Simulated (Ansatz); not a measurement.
A run of Ansatz 0.2.0 is set up as follows.

File input.yaml:

```yaml
crystal:
  lattice:
    - [0.0, 2.702, 2.702]
    - [2.702, 0.0, 2.702]
    - [2.702, 2.702, 0.0]
  atoms:
    - { symbol: Zn, position: [0.75, 0.75, 0.75] }
    - { symbol: S, position: [0.0, 0.0, 0.0] }
hamiltonian:
  xc:
    exchange: pbe
    correlation: pbe
    exx: { coeff: 0.25, omega: 0.15 }
  pseudopotentials: { kind: paw }
kpoints:
  mp_grid: { grid: [5, 5, 5] }
scf:
  occupations: { method: fermi_dirac, width: 0.05 }
output:
  forces: true
  stress: true
  eigenvalues: true
```

Potentials or basis: Ansatz PAW.

Launch:

```sh
$ ansatz run input.yaml --threads 2 --pin off --max-ram 5632MiB --backend cpu --events-out ev --progress --plain --runs-dir out
```

(1) Estimate the pressure.

(2) What does it give for the band gap on the k mesh?

## Answers

(1) 0.9 GPa.

(2) 3.50 eV, direct.

Caveat: odd divisions of the mesh miss points on the zone boundary, where band edges often lie, so the gap on the mesh can be too wide; the PAW data sets come from PBE, with cores solved anew for the run's functional, which leaves a small shift of forces and pressure; the thresholds are loose for stress.

**What was measured.**

From “Electronic, vibrational, and thermodynamic properties of ZnS (zincblende and rocksalt structure)”, 2009, arxiv:0911.5022, for a bulk crystal of ZnS at 19 K: band gap 3.85 eV (direct).

Against the measured gap of ZnS, 3.85 eV (direct; 19 K; quoted in “Electronic, vibrational, and thermodynamic properties of ZnS (zincblende and rocksalt structure)”, 2009, arxiv:0911.5022), the calculated 3.50 eV is off by -0.35 eV. The value is that of HSE06 form with a typed share of exact exchange, without temperature or zero-point motion.
